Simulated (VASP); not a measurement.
ZrS2:

```
Zr S
1.0
     3.69138    0.00000    0.00000
    -1.84569    3.19683    0.00000
     0.00000    0.00000    6.04108
Zr S
1 2
Direct
  0.00000 0.00000 0.00000
  0.33333 0.66667 0.23791
  0.66667 0.33333 0.76209
```

The cell is a database's computed one.

Program: VASP 6.6.1. Alike in all runs: no spin polarisation; cell as given; smearing gaussian 0.02 eV.

Problem. Order these runs on this cell by their band gap on the k mesh, lowest first.
A. level r2SCAN; potentials or basis VASP PAW PBE potentials, release 64 (Zr_sv, S); k mesh 8 × 8 × 6; cutoff (eV) 520; ladder gaps; mesh quality not flagged
B. level PBE; potentials or basis VASP PAW PBE potentials, release 64 (Zr_sv_GW, S_GW); k mesh 4 × 4 × 3; cutoff (eV) 500; mesh quality coarse
C. level TB-mBJ; potentials or basis VASP PAW PBE potentials, release 64 (Zr_sv, S); k mesh 8 × 8 × 6; cutoff (eV) 520; ladder gaps; mesh quality not flagged
D. level LDA; potentials or basis VASP PAW LDA potentials, release 64 (Zr_sv, S); k mesh 8 × 8 × 6; cutoff (eV) 520; ladder gaps; mesh quality not flagged

Solution. D (0.91 eV), B (1.11 eV), A (1.34 eV), C (1.58 eV).

Caveats: some runs use coarse meshes; an odd mesh through Γ misses points on the zone boundary, where band edges often lie (some runs).

Not every run made on this cell is shown here.
